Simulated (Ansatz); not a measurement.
Computed properties of BaTiO3

```yaml
crystal:
  lattice:
    - [3.99980, 0.00000, 0.00000]
    - [0.00000, 3.99980, 0.00000]
    - [0.00000, 0.00000, 4.01800]
  atoms:
    - { symbol: Ba, position: [0.00000, 0.00000, 0.00000] }
    - { symbol: Ti, position: [0.50000, 0.50000, 0.50000] }
    - { symbol: O, position: [0.50000, 0.50000, 0.00000] }
    - { symbol: O, position: [0.50000, 0.00000, 0.50000] }
    - { symbol: O, position: [0.00000, 0.50000, 0.50000] }
```

Atoms are numbered in the order listed.

The cell comes from COD entry 2100860, which wasn't checked; take it as a given geometry.

No spin–orbit coupling, which matters for the heavy atoms here.

Levels of theory: DFT, PBEsol, all-electron LAPW, scalar-relativistic (Ansatz 0.2.0); DFT, PBEsol, PAW with Ansatz's default frozen-core files, scalar-relativistic (Ansatz 0.2.0); DFT, PBEsol, all-electron PAW with datasets made for the crystal, scalar-relativistic (Ansatz 0.2.0).

For LAPW: a Γ-centred 7×7×7 k mesh, Fermi–Dirac smearing of 0.03 eV, basis error target 1 meV/atom, no spin polarisation. PAW takes a cutoff of 420 eV at this cell (files made with PBE, cores remade for this functional). The crystal-made all-electron datasets (AE datasets) take a cutoff of 540 eV at this cell. The Ansatz runs share mesh, smearing and spin set-up. Values come from LAPW unless marked.

No spin–orbit coupling: at heavy atoms the gradients can be off by tens of per cent for that reason.

```yaml
Löwdin_charges_with_0.37_e_of_the_cell_spilling_out_of_the_atomic_basis_so_their_sizes_and_signs_hang_on_that_basis: Ba1 1.78, Ti2 1.21, O3 -0.88, O4 -0.87 e
Volume_per_atom: 12.86 Å³
```

(1) Predict this quantity. Band gap.

(2) Pressure at this cell: what does the calculation give?

(3) Field gradients Vzz (crystal-made datasets): what does the calculation give?

(4) Bader charges (from the PAW run): what does the calculation give?

(5) Stress xx, yy, zz (compression positive): what does the calculation give?

(6) Predict this quantity. Smallest direct gap on the path.

Results:

(1) 1.75 eV, indirect from A (0.5, 0.5, 0.5) to Γ.

(2) -4.58 GPa.

(3) Ba1 0.07 (η = 0.00), Ti2 0.40 (η = 0.00), O3 2.44 (η = 0.00), O4 2.24 (η = 0.07) in 10²¹ V/m².

(4) Ba1 +1.52, Ti2 +2.20, O3 -1.24, O4 -1.24 e.

(5) -4.30, -4.30, -5.13 GPa.

(6) 1.86 eV.
